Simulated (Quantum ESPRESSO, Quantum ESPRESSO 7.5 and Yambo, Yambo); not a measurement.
# AlN (F-43m): bands and cutoff in G0W0 with Yambo

What does each rung of G0W0 on AlN (F-43m) cost, and what does it buy?

Program: Quantum ESPRESSO 7.5 and Yambo 5.3.0. Level of theory: PBE and many-body steps on it, plane waves. Results are calculated unless marked as measured.

This is a report of a sequence of runs, with most program output left out.

**1. Set-up**

The structure is cubic, space group F-43m (No. 216). Conventional cell: a = 4.368 Å, b = 4.368 Å, c = 4.368 Å, α = 90.00°, β = 90.00°, γ = 90.00°. Nearest to Al lie 4 N at 1.89 Å. Nearest to N lie 4 Al at 1.89 Å. Farther neighbours and most contacts between anions are not listed.

The cell and positions are those that the Materials Project relaxed with its own functionals (PBE, PBE+U or r2SCAN), kept fixed. This is not the form that AlN usually takes at ambient conditions.

**2. Empty states on the mesh, 6×6×6 mesh, 137 bands**

This step: Quantum ESPRESSO 7.5; DFT, PBE, plane waves, norm-conserving pseudopotentials.

The sums over transitions need many empty states on a uniform mesh; this step solves for them.

pw.in

```
&control
  calculation = 'nscf'
  prefix = 'x'
  outdir = 'o'
  pseudo_dir = 'pseudo'
/
&system
  ibrav = 0
  nat = 2
  ntyp = 2
  ecutwfc = 72.0
  nbnd = 137
  force_symmorphic = .true.
/
&electrons
  conv_thr = 1e-9
  electron_maxstep = 80
  diago_full_acc = .true.
  diago_thr_init = 5e-6
/
ATOMIC_SPECIES
  Al 26.982 Al.upf
  N 14.007 N.upf
CELL_PARAMETERS angstrom
  -0.0000000000 2.1839935596 2.1839935596
  2.1839935596 -0.0000000000 2.1839935596
  2.1839935596 2.1839935596 -0.0000000000
ATOMIC_POSITIONS crystal
  Al 0.0000000000 0.0000000000 0.0000000000
  N 0.7500000000 0.7500000000 0.7500000000
K_POINTS automatic
  6 6 6 0 0 0
```

Command:

```
$ OMP_NUM_THREADS=1 mpirun -n 8 pw.x -nk 4 -in pw.in > pw.out
```

Wall time 4.6 s (8 MPI ranks of Arm Neoverse V1, shared host); peak memory 0.42 GiB; 36 s of CPU time.

This step gave:

```
gap                                                           : 3.325 eV
k of the valence top                                          : 0, 0, 0
k of the conduction bottom                                    : 0, -0.5, -0.5
least direct gap                                              : 4.192 eV
k points computed                                             : 16
lowest point of the top converged band, above the valence top : 176.4953 eV
```

On this mesh the gap is 3.325 eV.

The density comes from a self-consistent run that is not shown.

**3. Conversion and set-up**

This step: Yambo 5.3.0; conversion and set-up on PBE, plane waves, norm-conserving pseudopotentials.

The states are converted to the many-body program's format and the q mesh is built.

Command:

```
$ (cd o/x.save; p2y > p2y.log; mv SAVE ../..); yambo > setup.log
```

Run time: 2.3 s. Hardware: 1 MPI rank; peak memory 0.23 GiB.

**4. 20 bands, 74.8 eV**

Now the one-shot GW correction: screening in the RPA, then the self-energy of the levels asked for.

This step: G0W0 on PBE, plane waves, norm-conserving pseudopotentials.

gw1.in

```
HF_and_locXC
gw0
dyson
ppa
em1d
rim_cut
RandQpts= 1000000
RandGvec= 1 RL
EXXRLvcs= 72 Ry
VXCRLvcs= 288 Ry
Chimod= "HARTREE"
% BndsRnXp
 1 | 20 |
%
NGsBlkXp= 5.5 Ry
% LongDrXp
 1 | 1 | 1 |
%
% GbndRnge
 1 | 20 |
%
DysSolver= "n"
ExtendOut
PPAPntXp= 27.21138 eV
% QPkrange
 1 | 1 | 3 | 6 |
 13 | 13 | 3 | 6 |
%
```

Command:

```
$ OMP_NUM_THREADS=1 mpirun -n 8 yambo -F gw1.in -J gw1 -C gw1 > gw1.log
```

It took 9.6 s on 8 MPI ranks; peak memory 2.4 GiB; 68 s of CPU time.

This step gave:

```yaml
g0w0_gap_on_the_points_computed: 4.249 eV
starting_gap_on_the_mesh: 3.325 eV
k_of_the_valence_top: 0, 0, 0
k_of_the_conduction_bottom: 0, -0.5, -0.5
least_direct_g0w0_gap_on_the_computed_points: 5.379 eV
z_at_the_valence_top: 0.7978
z_at_the_conduction_bottom: 0.8418
```

The gap on the mesh goes from 3.32 eV to 4.25 eV, a correction of +0.92 eV.

**5. 58 bands, 142.9 eV**

gw2.in, as its differences from gw1.in of step 4:

```diff
@@ -12,5 +12,5 @@
 % BndsRnXp
- 1 | 20 |
+ 1 | 58 |
 %
-NGsBlkXp= 5.5 Ry
+NGsBlkXp= 10.5 Ry
 % LongDrXp
@@ -19,3 +19,3 @@
 % GbndRnge
- 1 | 20 |
+ 1 | 58 |
 %
```

Command:

```
$ OMP_NUM_THREADS=1 mpirun -n 8 yambo -F gw2.in -J gw2 -C gw2 > gw2.log
```

Run time: 23 s. Hardware: 8 MPI ranks; peak memory 2.4 GiB; 2.9 min of CPU time.

Numbers from this step:

| Quantity | Value |
| --- | --- |
| G0W0 gap on the points computed | 4.396 eV |
| starting gap on the mesh | 3.325 eV |
| k of the valence top | 0, 0, 0 |
| k of the conduction bottom | 0, -0.5, -0.5 |
| least direct G0W0 gap on the computed points | 5.525 eV |
| Z at the valence top | 0.7929 |
| Z at the conduction bottom | 0.8394 |

Against G0W0 in Yambo (6×6×6 mesh, 20 bands, screening to 74.8 eV, Godby-Needs plasmon pole), the gap moves by +0.147 eV.

**6. 137 bands, 217.7 eV**

gw3.in, as its differences from gw2.in of step 5:

```diff
@@ -12,5 +12,5 @@
 % BndsRnXp
- 1 | 58 |
+ 1 | 137 |
 %
-NGsBlkXp= 10.5 Ry
+NGsBlkXp= 16 Ry
 % LongDrXp
@@ -19,3 +19,3 @@
 % GbndRnge
- 1 | 58 |
+ 1 | 137 |
 %
```

Command:

```
$ OMP_NUM_THREADS=1 mpirun -n 8 yambo -F gw3.in -J gw3 -C gw3 > gw3.log
```

Wall time 93 s (8 MPI ranks); peak memory 2.8 GiB.

This step gave:

| Property | Result |
| --- | --- |
| G0W0 gap on the points computed | 4.576 eV |
| starting gap on the mesh | 3.325 eV |
| k of the valence top | 0, 0, 0 |
| k of the conduction bottom | 0, -0.5, -0.5 |
| least direct G0W0 gap on the computed points | 5.616 eV |

Against G0W0 in Yambo (6×6×6 mesh, 58 bands, screening to 142.9 eV, Godby-Needs plasmon pole), the gap moves by +0.180 eV.

**7. Side by side**

Times are wall times on 8 MPI ranks of Arm Neoverse V1, shared host, good to a factor of about two.

```tsv
run	mesh	bands	screening cutoff (eV)	DFT gap (eV)	gap on the mesh (eV)	direct (eV)	time
20 bands, 74.8 eV	6×6×6	20	74.8	3.325	4.249	5.379	9.6 s
58 bands, 142.9 eV	6×6×6	58	142.9	3.325	4.396	5.525	23 s
137 bands, 217.7 eV	6×6×6	137	217.7	3.325	4.576	5.616	93 s
```

**8. Outcome**

```yaml
20_bands_74p8_ev: 4.249 eV
58_bands_142p9_ev: 4.396 eV
137_bands_217p7_ev: 4.576 eV
known_limits: not at the basis limit
```

From the first rung to the last the gap moves by +0.33 eV for 9.8 times the time. The steps are not yet shrinking, so no limit is drawn. In the G0W0 runs levels were corrected at 2 k points alone, so a gap called «on the mesh» is the least over those, and an edge elsewhere would be missed.

[Paths, hosts, dates, memory and timing lines, banners, echoed tables and standing remarks are left out of the program output.]

[Logs are printed without paths, hosts, clocks, repeated set-up lines and the standing remarks that a program may print on its own settings, such as how far it seeks lower states.]

[Runs of the session that timed out or met a known fault of the program may be left out.]

[Hosts, paths, dates, database ids (printed as entryN), source tags and the programs' standing remarks are cut or masked in the printed files.]
